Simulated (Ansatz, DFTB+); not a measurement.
**Isomers of C3H6O2**

3 of its isomers, all singlets with charge 0: A = methoxyacetaldehyde `COCC=O`; B = methyl acetate `COC(C)=O`; C = propionic acid `CCC(=O)O`.

Shapes, held fixed at every level: PBE0-D4/def2-TZVP. Flexible molecules stand in one conformer, not always the lowest. Programs: Ansatz 0.2.0, DFTB+ 25.1.

A:

```xyz
11

C    -1.3236   -0.0450    0.7510
O    -0.0693   -0.6724    0.8531
C     0.9410    0.0447    0.2092
C     0.8996   -0.1074   -1.2951
O     1.4767    0.6148   -2.0573
H    -1.3096    0.9468    1.2219
H    -1.6423    0.0729   -0.2935
H    -2.0457   -0.6759    1.2682
H     0.9320    1.1134    0.4655
H     1.8995   -0.3675    0.5454
H     0.3070   -0.9814   -1.6477
```

B:

```xyz
11

C    -1.4406    0.9967    0.5579
O    -0.6447   -0.1657    0.3537
C     0.5254    0.0448   -0.2672
C     1.2848   -1.2353   -0.4321
O     0.8925    1.1285   -0.6324
H    -0.9087    1.7242    1.1726
H    -1.6930    1.4626   -0.3957
H    -2.3407    0.6560    1.0648
H     1.4770   -1.6813    0.5455
H     2.2236   -1.0376   -0.9428
H     0.6898   -1.9498   -1.0039
```

C:

```xyz
11

C    -0.7835    1.1281    0.5466
C     0.3413    0.1176    0.4770
C     0.2349   -0.7994   -0.7063
O    -0.6279   -0.7773   -1.5409
O     1.2471   -1.6864   -0.7388
H    -1.7524    0.6314    0.6135
H    -0.8009    1.7565   -0.3448
H    -0.6649    1.7716    1.4199
H     1.3209    0.6034    0.4244
H     0.3788   -0.5108    1.3727
H     1.1067   -2.2347   -1.5233
```

Electronic energies in kJ/mol, without zero-point or thermal terms.

**Question.** Which isomer should be the most stable, and roughly by how much?

**Answer.** C < B < A in rising energy, over a span of 172 kJ/mol, by CCSD(T)/CBS estimate. All levels agree on that. The B − A difference spans -133.2 to -100.7 kJ/mol over the levels. The CBS estimate extrapolates MP2 from def2-TZVPP and def2-QZVPP and adds CCSD(T) − MP2 in the triple-zeta set, cores frozen.

```tsv
level	kind	B − A	C − A
DFTB2	semi-empirical	-100.7	-148.5
HF/def2-TZVPP	Hartree–Fock	-127.4	-164.3
B3LYP-D4/def2-TZVPP	global hybrid	-128.9	-167.3
PBE0-D4/def2-TZVPP	global hybrid	-133.2	-178.0
wB97M-V/def2-TZVPP	range-separated hybrid	-130.3	-174.1
MP2/def2-TZVPP	perturbation theory	-132.8	-179.7
CCSD(T)/def2-SVP	coupled cluster or CI	-130.2	-173.7
CCSD(T)/def2-TZVPP	coupled cluster or CI	-127.1	-170.3
CCSD(T)/CBS estimate	coupled cluster or CI	-127.6	-172.0
```
